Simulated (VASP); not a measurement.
## TlCl: equation of state with PBEsol

Crystal: TlCl.

```xyz
2
Lattice="3.8340 0.0000 0.0000 0.0000 3.8340 0.0000 0.0000 0.0000 3.8340" Properties=species:S:1:pos:R:3 pbc="T T T"
Tl    0.0000    0.0000    0.0000
Cl    1.9170    1.9170    1.9170
```

```yaml
Program: VASP 6.6.1
Task: equation of state
Functional: PBEsol
Potentials_or_basis: VASP PAW PBE potentials, release 64 (Tl_d, Cl)
Cutoff: 520 eV
k_mesh: 7 × 7 × 7
Occupations: fermi-dirac, width 0.05 eV
Spin: no spin polarisation
```

| Quantity | Value |
| --- | --- |
| Equilibrium volume | 26.78 Å³/atom |
| Bulk modulus | 30 GPa |
| Pressure derivative of the bulk modulus | 5.2 |

Energy against volume, from the lowest point:
```tsv
volume (Å³/atom)	energy (meV/atom)
26.488	0.05
27.052	0.00
27.615	2.05
28.179	5.90
28.743	11.40
29.306	18.28
29.870	26.39
```

All runs of the series together: 58 s on 1 thread of Intel(R) Xeon(R) Platinum 8559C (Emerald Rapids) (shared host).

Caveat: the PAW data sets were made with another functional, which shifts forces and pressure a little. The run has no spin-orbit coupling, so splittings on Tl are missing.
